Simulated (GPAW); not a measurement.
Consider B vacancy in BP (monolayer).

```cif
data_structure
_symmetry_space_group_name_H-M 'P 1'
_symmetry_Int_Tables_number 1
_cell_length_a 8.4929
_cell_length_b 8.4929
_cell_length_c 10.4000
_cell_angle_alpha 90.000
_cell_angle_beta 90.000
_cell_angle_gamma 120.000
_cell_volume 649.64
loop_
_atom_site_label
_atom_site_type_symbol
_atom_site_fract_x
_atom_site_fract_y
_atom_site_fract_z
_atom_site_occupancy
B1 B 0.42015 0.13572 0.48490 1
B2 B 0.86117 0.28557 0.50388 1
B3 B 0.27859 0.42500 0.51015 1
B4 B 0.71534 0.57382 0.50439 1
B5 B 0.14728 0.72525 0.48534 1
B6 B 0.57947 0.85492 0.50024 1
P7 P 0.77274 0.81480 0.54073 1
P8 P 0.17872 0.95414 0.43826 1
P9 P 0.61670 0.09322 0.50052 1
P10 P 0.04413 0.23195 0.54695 1
P11 P 0.47363 0.37949 0.50004 1
P12 P 0.90756 0.52498 0.48981 1
P13 P 0.33438 0.66860 0.49778 1
```

Absorber: atom 13, with 3 B at 1.88 Å (trigonal planar). Method: GPAW, PBE, excited-electron core hole (neutral cell), 13-atom cell with 8.5 Å between holes, 4×4×1 k points, dipole transitions, Gaussian full width 0.9 eV up to 4 eV, rising linearly to 3.5 eV at 25 eV.

Where do the maxima of the P K edge fall?

Main maxima up to 21 eV above the zero (height): 0.3 eV (0.34), 1.7 eV (0.57), 4.1 eV (1.51), 6.2 eV (1.24), 8.6 eV (1.22) and 17.1 eV (1.20). A K edge sees empty p states on the absorber. The total-energy difference is 2138.79 eV. The functional leaves an error of a few eV in such absolute values.

The P K spectrum (energy from the lowest empty level; intensity scaled to a mean of 1 over the first 20 eV):

```
E (eV)  isotropic  ε ∥ x  ε ∥ y  ε ∥ z
 -2.00       0.00   0.00   0.00   0.00
 -1.25       0.00   0.00   0.00   0.00
 -0.50       0.06   0.05   0.07   0.06
  0.25       0.34   0.33   0.29   0.39
  1.00       0.31   0.07   0.05   0.82
  1.75       0.57   0.04   0.04   1.63
  2.50       0.42   0.11   0.10   1.06
  3.25       0.68   0.73   0.75   0.55
  4.00       1.49   1.76   1.64   1.08
  4.75       1.36   1.59   1.50   1.00
  5.50       1.19   1.23   1.34   0.98
  6.25       1.24   1.25   1.40   1.07
  7.00       1.10   1.34   1.31   0.64
  7.75       1.13   1.61   1.40   0.37
  8.50       1.22   1.71   1.62   0.33
  9.25       1.20   1.47   1.68   0.44
 10.00       1.10   1.22   1.49   0.60
 10.75       0.94   1.01   1.08   0.71
 11.50       0.86   0.93   0.87   0.79
 12.25       0.89   0.96   0.83   0.86
 13.00       0.95   1.02   0.88   0.94
 13.75       1.01   1.08   1.00   0.95
 14.50       1.05   1.18   1.14   0.82
 15.25       1.08   1.28   1.28   0.69
 16.00       1.14   1.37   1.42   0.64
 16.75       1.19   1.43   1.51   0.63
 17.50       1.19   1.44   1.47   0.66
 18.25       1.14   1.36   1.33   0.73
 19.00       1.07   1.22   1.16   0.82
 19.75       0.99   1.07   1.01   0.89
 20.50       0.92   0.93   0.89   0.94
 21.25       0.84   0.79   0.80   0.95
 22.00       0.76   0.68   0.70   0.91
```

The hole lies in one spin channel, while the script sums the empty states of both and takes the lower zero; where the two channels are split, this blurs and shifts the curve. The cell shows no gap over 0.35 eV; the host's own band filling, the defect's levels or the functional may be the cause. The first peak sits at the Fermi energy, where the partly filled level is cut, so its height is uncertain. Some eV above the zero the states pass the vacuum level, and features normal to the sheet may then be states of the box. In so small a cell the defects form an ordered array, and no site is far from one.

[Banner, clock and machine lines of the logs are left out without a mark of their own.]

[Logs are printed without paths, hosts, clocks, repeated set-up lines and the standing remarks that a program may print on its own settings, such as how far it seeks lower states.]

[Hosts, paths, dates, database ids (printed as entryN), source tags and the programs' standing remarks are cut or masked in the printed files.]

[Lists of maxima count a maximum above −3 eV only where it reaches 4 % of the highest in the window and stands out from its surroundings by 2 % of it (1.5 % where it reaches 55 %); shoulders and weaker maxima are passed over, and of the rest the first, up to two pre-edge ones and the few strongest are named.]
